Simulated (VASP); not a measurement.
Here is the system:

```
CELL_PARAMETERS angstrom
      0.00000     2.88305     2.88305
      2.88305     0.00000     2.88305
      2.88305     2.88305     0.00000
ATOMIC_POSITIONS crystal
  Sr 0.00000 0.00000 0.00000
  F  0.25000 0.25000 0.25000
  F  0.75000 0.75000 0.75000
```

Computed with PBEsol GGA with spin-orbit coupling, VASP's PBE PAW potentials (set 64) (plane waves; VASP). Numerical set-up: 520 eV cut-off, 6×6×6 Γ-centred mesh, Gaussian smearing of 0.050 eV, potentials Sr_sv F.

Q: The job: SrF$_{2}$ (fluorite), 3 atoms, PBEsol+SOC, static run, 520 eV, 6×6×6 Γ-centred mesh. Roughly how much core time does it take on a busy server core?

A: About 3 core-minutes (one run on a shared machine, a rough figure). It had 16 irreducible k-points, 32 bands, up to 2616 plane waves and 14 electronic steps.

The compound is SrF2 in the fluorite structure. It was relaxed first.
